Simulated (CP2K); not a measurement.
# HgTe (Coloradoite) (F-43m) in CP2K: a series of runs, part 2 of 2

CP2K 2026.2.

**4. Band structure, r2SCAN**

File hgte_bands.inp:

```
&GLOBAL
  PROJECT hgte_bands
  RUN_TYPE ENERGY_FORCE
  PRINT_LEVEL LOW
&END GLOBAL
&FORCE_EVAL
  METHOD QS
  STRESS_TENSOR ANALYTICAL
  &DFT
    BASIS_SET_FILE_NAME BASIS_MOLOPT_UZH
    POTENTIAL_FILE_NAME POTENTIAL_UZH
    &MGRID
      CUTOFF 675
      REL_CUTOFF 60
      NGRIDS 5
    &END MGRID
    &QS
      METHOD GPW
      EPS_DEFAULT 1.0E-9
    &END QS
    &KPOINTS
      SCHEME MONKHORST-PACK 7 7 7
      GAMMA_CENTERED T
      SYMMETRY T
      SYMMETRY_BACKEND SPGLIB
    &END KPOINTS
    &SCF
      SCF_GUESS ATOMIC
      EPS_SCF 1.0E-6
      MAX_SCF 100
      ADDED_MOS 10
      CHOLESKY OFF
      EPS_EIGVAL 1.0E-7
      &DIAGONALIZATION ON
        ALGORITHM STANDARD
      &END DIAGONALIZATION
      &MIXING ON
        METHOD BROYDEN_MIXING
        ALPHA 0.4
        BETA 1.5
        NBUFFER 8
      &END MIXING
      &SMEAR ON
        METHOD FERMI_DIRAC
        ELECTRONIC_TEMPERATURE [K] 580.226
      &END SMEAR
    &END SCF
    &XC
      &XC_FUNCTIONAL
        &MGGA_X_R2SCAN
        &END MGGA_X_R2SCAN
        &MGGA_C_R2SCAN
        &END MGGA_C_R2SCAN
      &END XC_FUNCTIONAL
    &END XC
    &PRINT
      &KPOINTS ON
      &END KPOINTS
      &MULLIKEN ON
      &END MULLIKEN
      &MO ON
        ENERGIES T
        OCCUPATION_NUMBERS T
        &EACH
          QS_SCF 0
        &END EACH
        ADD_LAST NUMERIC
      &END MO
      &LOWDIN ON
      &END LOWDIN
      &HIRSHFELD ON
        SHAPE_FUNCTION DENSITY
      &END HIRSHFELD
      &BAND_STRUCTURE
        FILE_NAME bands.bs
        ADDED_MOS 2
        &KPOINT_SET
          UNITS B_VECTOR
          NPOINTS 6
          SPECIAL_POINT GAMMA 0.00000000 0.00000000 0.00000000
          SPECIAL_POINT X 0.50000000 0.00000000 0.50000000
          SPECIAL_POINT W 0.50000000 0.25000000 0.75000000
          SPECIAL_POINT K 0.37500000 0.37500000 0.75000000
          SPECIAL_POINT GAMMA 0.00000000 0.00000000 0.00000000
          SPECIAL_POINT L 0.50000000 0.50000000 0.50000000
          SPECIAL_POINT U 0.62500000 0.25000000 0.62500000
          SPECIAL_POINT W 0.50000000 0.25000000 0.75000000
          SPECIAL_POINT L 0.50000000 0.50000000 0.50000000
          SPECIAL_POINT K 0.37500000 0.37500000 0.75000000
        &END KPOINT_SET
        &KPOINT_SET
          UNITS B_VECTOR
          NPOINTS 6
          SPECIAL_POINT U 0.62500000 0.25000000 0.62500000
          SPECIAL_POINT X 0.50000000 0.00000000 0.50000000
        &END KPOINT_SET
      &END BAND_STRUCTURE
    &END PRINT
  &END DFT
  &SUBSYS
    &CELL
      A 4.5459894962 0.0000000000 0.0000000000
      B 2.2729947481 3.9369423891 0.0000000000
      C 2.2729947481 1.3123141297 3.7117848806
      PERIODIC XYZ
    &END CELL
    &COORD
      SCALED
      Hg  0.0000000000 0.0000000000 0.0000000000
      Te  0.7500000000 0.7500000000 0.7500000000
    &END COORD
    &KIND Hg
      BASIS_SET TZVP-MOLOPT-SCAN-GTH-q12
      POTENTIAL GTH-SCAN-q12
    &END KIND
    &KIND Te
      BASIS_SET TZVP-MOLOPT-SCAN-GTH-q6
      POTENTIAL GTH-SCAN-q6
    &END KIND
    &PRINT
      &ATOMIC_COORDINATES ON
      &END ATOMIC_COORDINATES
      &CELL ON
      &END CELL
    &END PRINT
  &END SUBSYS
  &PRINT
    &FORCES ON
    &END FORCES
    &STRESS_TENSOR ON
    &END STRESS_TENSOR
  &END PRINT
&END FORCE_EVAL
```

Potentials or basis: POTENTIAL_UZH Hg GTH-SCAN-q12, Te GTH-SCAN-q6; TZVP-MOLOPT-SCAN-GTH basis.

Run with:

```bash
> OMP_NUM_THREADS=1 cp2k.psmp -i hgte_bands.inp -o hgte_bands.out
```

Wall time 58 s (1 thread of Arm Neoverse V2, shared host); peak memory 0.42 GiB.

The run converged. Its results:

* Free energy: -1336.4717 eV
* Pressure: 2.9 GPa
* Band gap on the k mesh: none (metal or under the smearing width)
* Mulliken charges: Hg +0.16; Te -0.16 e
* Hirshfeld charges: Hg +0.13; Te -0.13 e

Levels at the corners of the path, in eV from the Fermi level:
| point | band 7 | band 8 | band 9 | band 10 | band 11 | band 12 |
| --- | --- | --- | --- | --- | --- | --- |
| Γ | -0.57 | -0.04 | -0.04 | -0.04 | 4.37 | 4.37 |
| X | -5.76 | -2.50 | -2.50 | 2.01 | 2.65 | 8.82 |
| W | -5.91 | -2.93 | -2.75 | 3.29 | 4.88 | 5.70 |
| K | -5.82 | -3.16 | -2.09 | 2.39 | 4.25 | 7.58 |
| Γ | -0.57 | -0.04 | -0.04 | -0.04 | 4.37 | 4.37 |
| L | -5.87 | -1.12 | -1.12 | 0.80 | 5.30 | 5.30 |
| U | -5.82 | -3.16 | -2.09 | 2.39 | 4.25 | 7.58 |
| W | -5.91 | -2.93 | -2.75 | 3.29 | 4.88 | 5.70 |
| L | -5.87 | -1.12 | -1.12 | 0.80 | 5.30 | 5.30 |
| K | -5.82 | -3.16 | -2.09 | 2.39 | 4.25 | 7.58 |
| U | -5.82 | -3.16 | -2.09 | 2.39 | 4.25 | 7.58 |
| X | -5.76 | -2.50 | -2.50 | 2.01 | 2.65 | 8.82 |

Caveat: Mulliken charges move with the basis; spin-orbit coupling is left out, which moves the levels of the heavy elements; the basis of atomic orbitals isn't converged, which shifts pressures, moduli and gaps.

**5. Band structure, TB-mBJ**

Changes to hgte_bands.inp since step 4:

```diff
@@ -2,3 +2,3 @@
   PROJECT hgte_bands
-  RUN_TYPE ENERGY_FORCE
+  RUN_TYPE ENERGY
   PRINT_LEVEL LOW
@@ -7,3 +7,2 @@
   METHOD QS
-  STRESS_TENSOR ANALYTICAL
   &DFT
@@ -14,3 +13,3 @@
       REL_CUTOFF 60
-      NGRIDS 5
+      NGRIDS 4
     &END MGRID
@@ -44,3 +43,3 @@
         METHOD FERMI_DIRAC
-        ELECTRONIC_TEMPERATURE [K] 580.226
+        ELECTRONIC_TEMPERATURE [K] 1160.452
       &END SMEAR
@@ -49,6 +48,6 @@
       &XC_FUNCTIONAL
-        &MGGA_X_R2SCAN
-        &END MGGA_X_R2SCAN
-        &MGGA_C_R2SCAN
-        &END MGGA_C_R2SCAN
+        &MGGA_X_TB09
+        &END MGGA_X_TB09
+        &LDA_C_PW
+        &END LDA_C_PW
       &END XC_FUNCTIONAL
@@ -68,13 +67,8 @@
       &END MO
-      &LOWDIN ON
-      &END LOWDIN
-      &HIRSHFELD ON
-        SHAPE_FUNCTION DENSITY
-      &END HIRSHFELD
       &BAND_STRUCTURE
         FILE_NAME bands.bs
-        ADDED_MOS 2
+        ADDED_MOS 6
         &KPOINT_SET
           UNITS B_VECTOR
-          NPOINTS 6
+          NPOINTS 8
           SPECIAL_POINT GAMMA 0.00000000 0.00000000 0.00000000
@@ -92,3 +86,3 @@
           UNITS B_VECTOR
-          NPOINTS 6
+          NPOINTS 8
           SPECIAL_POINT U 0.62500000 0.25000000 0.62500000
@@ -101,5 +95,4 @@
     &CELL
-      A 4.5459894962 0.0000000000 0.0000000000
-      B 2.2729947481 3.9369423891 0.0000000000
-      C 2.2729947481 1.3123141297 3.7117848806
+      ABC 4.5459894962 4.5459894962 4.5459894962
+      ALPHA_BETA_GAMMA 60.0000000000 60.0000000002 60.0000000003
       PERIODIC XYZ
@@ -112,8 +105,8 @@
     &KIND Hg
-      BASIS_SET TZVP-MOLOPT-SCAN-GTH-q12
-      POTENTIAL GTH-SCAN-q12
+      BASIS_SET TZVP-MOLOPT-PBE-GTH-q12
+      POTENTIAL GTH-PBE-q12
     &END KIND
     &KIND Te
-      BASIS_SET TZVP-MOLOPT-SCAN-GTH-q6
-      POTENTIAL GTH-SCAN-q6
+      BASIS_SET TZVP-MOLOPT-PBE-GTH-q6
+      POTENTIAL GTH-PBE-q6
     &END KIND
@@ -129,4 +122,2 @@
     &END FORCES
-    &STRESS_TENSOR ON
-    &END STRESS_TENSOR
   &END PRINT
```

Potentials or basis: POTENTIAL_UZH Hg GTH-PBE-q12, Te GTH-PBE-q6; TZVP-MOLOPT-PBE-GTH basis.

Run with:

```bash
> OMP_NUM_THREADS=1 cp2k.psmp -i hgte_bands.inp -o hgte_bands.out
```

It took 86 s on 1 thread of Arm Neoverse V2, shared host; peak memory 0.42 GiB.

Results (log left out):

* Band gap on the k mesh: none (metal or under the smearing width)
* Mulliken charges: Hg +0.46; Te -0.46 e

Levels at the corners of the path, in eV from the Fermi level:
```
point  band 5  band 6  band 7  band 8  band 9  band 10  band 11  band 12  band 13  band 14
    Γ   -5.75   -5.75   -1.15   -0.06   -0.06    -0.06     3.56     3.56     3.56     9.81
    X   -5.63   -5.43   -5.39   -2.76   -2.76     1.68     2.20     8.09     8.72     8.72
    W   -5.83   -5.56   -5.11   -3.27   -2.80     2.77     4.48     4.89     5.97     9.48
    K   -5.74   -5.70   -5.15   -3.35   -2.30     1.94     3.72     6.88     6.90     7.63
    Γ   -5.75   -5.75   -1.15   -0.06   -0.06    -0.06     3.56     3.56     3.56     9.81
    L   -5.71   -5.71   -5.41   -1.28   -1.28     0.28     4.64     4.64     6.92     8.63
    U   -5.74   -5.70   -5.15   -3.35   -2.30     1.94     3.72     6.88     6.90     7.63
    W   -5.83   -5.56   -5.11   -3.27   -2.80     2.77     4.48     4.89     5.97     9.48
    L   -5.71   -5.71   -5.41   -1.28   -1.28     0.28     4.64     4.64     6.92     8.63
    K   -5.74   -5.70   -5.15   -3.35   -2.30     1.94     3.72     6.88     6.90     7.63
    U   -5.74   -5.70   -5.15   -3.35   -2.30     1.94     3.72     6.88     6.90     7.63
    X   -5.63   -5.43   -5.39   -2.76   -2.76     1.68     2.20     8.09     8.72     8.72
```

Caveat: Mulliken charges move with the basis; this is a model potential without an energy functional, so only levels have meaning; the potentials were made for another functional, which shifts forces and pressure; spin-orbit coupling is left out, which moves the levels of the heavy elements; the basis of atomic orbitals isn't converged, which shifts pressures, moduli and gaps.

**6. Band structure, PBE**

Changes to hgte_bands.inp since step 5:

```diff
@@ -2,3 +2,3 @@
   PROJECT hgte_bands
-  RUN_TYPE ENERGY
+  RUN_TYPE ENERGY_FORCE
   PRINT_LEVEL LOW
@@ -7,2 +7,3 @@
   METHOD QS
+  STRESS_TENSOR ANALYTICAL
   &DFT
@@ -11,3 +12,3 @@
     &MGRID
-      CUTOFF 675
+      CUTOFF 450
       REL_CUTOFF 60
@@ -43,3 +44,3 @@
         METHOD FERMI_DIRAC
-        ELECTRONIC_TEMPERATURE [K] 1160.452
+        ELECTRONIC_TEMPERATURE 580.23
       &END SMEAR
@@ -48,6 +49,6 @@
       &XC_FUNCTIONAL
-        &MGGA_X_TB09
-        &END MGGA_X_TB09
-        &LDA_C_PW
-        &END LDA_C_PW
+        &GGA_X_PBE
+        &END GGA_X_PBE
+        &GGA_C_PBE
+        &END GGA_C_PBE
       &END XC_FUNCTIONAL
@@ -67,8 +68,13 @@
       &END MO
+      &LOWDIN ON
+      &END LOWDIN
+      &HIRSHFELD ON
+        SHAPE_FUNCTION DENSITY
+      &END HIRSHFELD
       &BAND_STRUCTURE
         FILE_NAME bands.bs
-        ADDED_MOS 6
+        ADDED_MOS 2
         &KPOINT_SET
           UNITS B_VECTOR
-          NPOINTS 8
+          NPOINTS 10
           SPECIAL_POINT GAMMA 0.00000000 0.00000000 0.00000000
@@ -86,3 +92,3 @@
           UNITS B_VECTOR
-          NPOINTS 8
+          NPOINTS 10
           SPECIAL_POINT U 0.62500000 0.25000000 0.62500000
@@ -95,4 +101,5 @@
     &CELL
-      ABC 4.5459894962 4.5459894962 4.5459894962
-      ALPHA_BETA_GAMMA 60.0000000000 60.0000000002 60.0000000003
+      A 4.5459894962 0.0000000000 0.0000000000
+      B 2.2729947481 3.9369423891 0.0000000000
+      C 2.2729947481 1.3123141297 3.7117848806
       PERIODIC XYZ
@@ -122,2 +129,4 @@
     &END FORCES
+    &STRESS_TENSOR ON
+    &END STRESS_TENSOR
   &END PRINT
```

Potentials or basis: POTENTIAL_UZH Hg GTH-PBE-q12, Te GTH-PBE-q6; TZVP-MOLOPT-PBE-GTH basis.

Run with:

```bash
> OMP_NUM_THREADS=1 cp2k.psmp -i hgte_bands.inp -o hgte_bands.out
```

Run time: 20 s. Hardware: 1 thread of Arm Neoverse V2, shared host; peak memory 0.32 GiB.

The run converged. Its results:

- Free energy: -1340.9374 eV
- Pressure: 5.5 GPa
- Band gap on the k mesh: none (metal or under the smearing width)
- Mulliken charges: Hg +0.32; Te -0.32 e
- Hirshfeld charges: Hg +0.14; Te -0.14 e

Levels at the corners of the path, in eV from the Fermi level:
```csv
point,band 5,band 6,band 7,band 8,band 9,band 10,band 11,band 12,band 13,band 14
Γ,-6.94,-6.94,-0.69,-0.04,-0.04,-0.04,4.20,4.20,4.20,10.07
X,-6.86,-6.46,-5.56,-2.39,-2.39,1.88,2.43,8.34,9.19,9.19
W,-6.97,-6.28,-5.66,-2.81,-2.67,3.15,4.64,5.37,6.26,9.80
K,-6.90,-6.37,-5.60,-3.06,-1.99,2.23,4.03,7.23,7.36,7.89
Γ,-6.94,-6.94,-0.69,-0.04,-0.04,-0.04,4.20,4.20,4.20,10.07
L,-6.91,-6.61,-5.65,-1.07,-1.07,0.68,5.05,5.05,7.08,8.89
U,-6.90,-6.37,-5.60,-3.06,-1.99,2.23,4.03,7.23,7.36,7.89
W,-6.97,-6.28,-5.66,-2.81,-2.67,3.15,4.64,5.37,6.26,9.80
L,-6.91,-6.61,-5.65,-1.07,-1.07,0.68,5.05,5.05,7.08,8.89
K,-6.90,-6.37,-5.60,-3.06,-1.99,2.23,4.03,7.23,7.36,7.89
U,-6.90,-6.37,-5.60,-3.06,-1.99,2.23,4.03,7.23,7.36,7.89
X,-6.86,-6.46,-5.56,-2.39,-2.39,1.88,2.43,8.34,9.19,9.19
```

Caveat: Mulliken charges move with the basis; spin-orbit coupling is left out, which moves the levels of the heavy elements; the basis of atomic orbitals isn't converged, which shifts pressures, moduli and gaps.

**7. The runs side by side**

| level | potentials or basis | smearing | EPS_DEFAULT | NGRIDS | points a segment of the path (NPOINTS) | bands added on the path | CUTOFF of the grids | gap on the mesh (eV) | pressure (GPa) |
| --- | --- | --- | --- | --- | --- | --- | --- | --- | --- |
| PBEsol | POTENTIAL_UZH Hg GTH-PBE-q12, Te GTH-PBE-q6; TZVP-MOLOPT-PBE-GTH basis | fermi-dirac 0.01 eV | 1.0E-10 | 5 | 10 | 6 | 450 Ry | none | 3.4 |
| LDA | GTH_POTENTIALS Hg GTH-PADE-q12, Te GTH-PADE-q6; TZVP-MOLOPT-PBE-GTH basis | fermi-dirac 0.05 eV | 1.0E-9 | 5 | 6 | 6 | 450 Ry | none | 0.9 |
| r2SCAN | POTENTIAL_UZH Hg GTH-SCAN-q12, Te GTH-SCAN-q6; TZVP-MOLOPT-SCAN-GTH basis | fermi-dirac 0.05 eV | 1.0E-9 | 5 | 6 | 2 | 675 Ry | none | 2.9 |
| TB-mBJ | POTENTIAL_UZH Hg GTH-PBE-q12, Te GTH-PBE-q6; TZVP-MOLOPT-PBE-GTH basis | fermi-dirac 0.1 eV | 1.0E-9 | 4 | 8 | 6 | 675 Ry | none | - |
| PBE | POTENTIAL_UZH Hg GTH-PBE-q12, Te GTH-PBE-q6; TZVP-MOLOPT-PBE-GTH basis | fermi-dirac 0.05 eV | 1.0E-9 | 4 | 10 | 2 | 450 Ry | none | 5.5 |

Alike in all rows: task band structure; no spin polarisation; cell as given; k mesh 7 × 7 × 7.

Caveats: spin-orbit coupling is left out, which moves the levels of the heavy elements; the basis of atomic orbitals isn't converged, which shifts pressures, moduli and gaps; the potentials were made for another functional, which shifts forces and pressure (some runs); this is a model potential without an energy functional, so only levels have meaning (some runs).

Absolute energies hang on the potentials; compare differences alone.
